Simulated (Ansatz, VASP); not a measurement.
# PtS2: VASP beside Ansatz

Contents of POSCAR:

```
PtS2
1.0
    3.5432000000      0.0000000000      0.0000000000
   -1.7716000000      3.0685012107      0.0000000000
    0.0000000000      0.0000000000      5.0388000000
Pt S
1 2
Direct
    0.0000000000      0.0000000000      0.0000000000
    0.6666666667      0.3333333333      0.7730000000
    0.3333333333      0.6666666667      0.2270000000
```

Contents of INCAR.step1:

```
SYSTEM = PtS2
PREC = Accurate
ENCUT = 520
EDIFF = 1E-5
ISMEAR = -1
SIGMA = 0.05
LREAL = .False.
LASPH = .True.
NELM = 80
ALGO = Normal
ISIF = 2
LWAVE = .True.
LCHARG = .False.
LMAXMIX = 4
NBANDS = 18
GGA = PE
```

File INCAR.step2:

```
SYSTEM = PtS2
PREC = Accurate
ENCUT = 520
EDIFF = 1E-7
ISMEAR = -1
SIGMA = 0.05
LREAL = .False.
LASPH = .True.
NELM = 80
ALGO = Normal
ISIF = 2
LWAVE = .False.
LCHARG = .False.
LMAXMIX = 4
GGA = PS
LHFCALC = .True.
AEXX = 0.25
PRECFOCK = Fast
NBANDS = 18
ISTART = 1
```

The input KPOINTS:

```
Automatic mesh
0
Gamma
  5 5 3
  0 0 0
```

The input KPOINTS_OPT:

```
path GMKGALHA,LM,KH
10
line-mode
reciprocal
 0.0000000000  0.0000000000  0.0000000000  G
 0.5000000000  0.0000000000  0.0000000000  M

 0.5000000000  0.0000000000  0.0000000000  M
 0.3333333333  0.3333333333  0.0000000000  K

 0.3333333333  0.3333333333  0.0000000000  K
 0.0000000000  0.0000000000  0.0000000000  G

 0.0000000000  0.0000000000  0.0000000000  G
 0.0000000000  0.0000000000  0.5000000000  A

 0.0000000000  0.0000000000  0.5000000000  A
 0.5000000000  0.0000000000  0.5000000000  L

 0.5000000000  0.0000000000  0.5000000000  L
 0.3333333333  0.3333333333  0.5000000000  H

 0.3333333333  0.3333333333  0.5000000000  H
 0.0000000000  0.0000000000  0.5000000000  A

 0.5000000000  0.0000000000  0.5000000000  L
 0.5000000000  0.0000000000  0.0000000000  M

 0.3333333333  0.3333333333  0.0000000000  K
 0.3333333333  0.3333333333  0.5000000000  H
```

The input input.yaml:

```yaml
crystal:
  lattice:
    - [3.5432, 0.0, 0.0]
    - [-1.7716, 3.0685012107, 0.0]
    - [0.0, 0.0, 5.0388]
  atoms:
    - { symbol: Pt, position: [0.0, 0.0, 0.0] }
    - { symbol: S, position: [0.6666666667, 0.3333333333, 0.773] }
    - { symbol: S, position: [0.3333333333, 0.6666666667, 0.227] }
hamiltonian:
  xc: { exchange: pbesol, correlation: pbesol, exx: { coeff: 0.25 } }
  pseudopotentials: { kind: paw }
kpoints:
  mp_grid: { grid: [5, 5, 3] }
  band_path:
    path:
      - [[0.0, 0.0, 0.0], [0.5, 0.0, 0.0], [0.3333333333, 0.3333333333, 0.0], [0.0, 0.0, 0.0], [0.0, 0.0, 0.5], [0.5, 0.0, 0.5], [0.3333333333, 0.3333333333, 0.5], [0.0, 0.0, 0.5]]
      - [[0.5, 0.0, 0.5], [0.5, 0.0, 0.0]]
      - [[0.3333333333, 0.3333333333, 0.0], [0.3333333333, 0.3333333333, 0.5]]
    npoints: 4
scf:
  occupations: { method: fermi_dirac, width: 0.05 }
  n_extra_bands: 7
output:
  forces: true
  stress: true
  eigenvalues: true
  fatbands: false
```

Alike in both runs: task band structure; functional PBEsol0; k mesh 5 × 5 × 3; occupations fermi-dirac, width 0.05 eV; no spin polarisation.

|  | VASP | Ansatz |
| --- | --- | --- |
| version | VASP 6.6.1 | Ansatz 0.2.0 |
| potentials or method | VASP PAW PBE potentials, release 64 (Pt, S) | Ansatz PAW |
| plane-wave cutoff (eV) | 520 | 420 |
| valence electrons in the cell | 22 | 30 |

Ansatz gave:

```
gap on the k mesh at the Fermi level (eV)       : 2.53
least direct gap on the mesh (eV)               : 2.80
pressure (GPa)                                  : 3.4
largest component of the traceless stress (GPa) : 1.38
rms of the force components (eV/Å)              : 0.336
```

Q: Which values does VASP return?

A: gap on the k mesh at the Fermi level (eV): 2.54; least direct gap on the mesh (eV): 2.84; pressure (GPa): 2.9; largest component of the traceless stress (GPa): 1.48; rms of the force components (eV/Å): 0.330.

Atom by atom the forces differ by 0.007 eV/Å (rms over components). The two sets of potentials don't hold the same shells in valence.

Caveats: spin-orbit coupling is left out, which moves the levels of the heavy elements; an unscreened hybrid on a path of extra k points without a Coulomb cutoff has errors near the mesh points, so the bands along the path aren't reliable (VASP); the PAW data sets were made with another functional, which shifts forces and pressure a little (VASP); the k mesh misses the band edges, so the gap on the mesh is wider than the one along the path (Ansatz); the PAW data sets come from PBE, with cores solved anew for the run's functional, which leaves a small shift of forces and pressure (Ansatz); the thresholds are loose for stress (Ansatz).
